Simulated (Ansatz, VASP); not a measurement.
## Two plane-wave programs on Al

INCAR

```
ALGO = Fast
EDIFF = 1E-6
ENCUT = 520
GGA = PS
ISIF = 2
ISMEAR = 0
LASPH = T
LCHARG = F
LREAL = F
LWAVE = F
NBANDS = 10
NELM = 100
PREC = Accurate
SIGMA = 0.15
```

File KPOINTS:

```
k-points
0
Gamma
  10 10 10
```

File POSCAR:

```
Al
1.0
    0.0000000000     -3.2128780077      0.0000000000
   -3.2128780077      0.0000000000      0.0000000000
    0.0000000000      0.0000000000     -3.2128780077
Al
2
Direct
    0.5081143370      0.4962511723      0.5027002385
   -0.0081143370      0.0037488277     -0.0027002385
```

Input for Ansatz:

```yaml
crystal:
  lattice:
    - [0.0, -3.2128780077, 0.0]
    - [-3.2128780077, 0.0, 0.0]
    - [0.0, 0.0, -3.2128780077]
  atoms:
    - { symbol: Al, position: [0.508114337, 0.4962511723, 0.5027002385] }
    - { symbol: Al, position: [-0.008114337, 0.0037488277, -0.0027002385] }
basis:
  ecutwfc: 420
kpoints:
  mp_grid: { grid: [10, 10, 10] }
hamiltonian:
  xc: pbesol
scf:
  occupations: { method: gaussian, width: 0.15 }
output:
  forces: true
  stress: true
  eigenvalues: true
```

Change from the starting cell: atom 1 moved 0.06 Å.

Alike in both runs: task single point; functional PBEsol; k mesh 10 × 10 × 10; occupations gaussian, width 0.15 eV; no spin polarisation.

|  | VASP | Ansatz |
| --- | --- | --- |
| version | VASP 6.6.1 | Ansatz 0.2.0 |
| potentials or method | VASP PAW PBE potentials, release 64 (Al) | scalar-relativistic, plane waves, PAW |
| plane-wave cutoff (eV) | 520 | 420 |
| valence electrons in the cell | 6 | 6 |

|  | VASP | Ansatz | Ansatz less VASP |
| --- | --- | --- | --- |
| gap on the k mesh at the Fermi level (eV) | none | none | - |
| pressure (GPa) | 0.5 | 0.4 | -0.06 |
| largest component of the traceless stress (GPa) | 0.15 | 0.15 | -0.001 |
| rms of the force components (eV/Å) | 0.135 | 0.134 | -0.0008 |

Atom by atom the forces differ by 0.001 eV/Å (rms over components). A gap of «none» marks a metal or a gap that the smearing closes.

Caveats: the PAW data sets were made with another functional, which shifts forces and pressure a little (VASP).
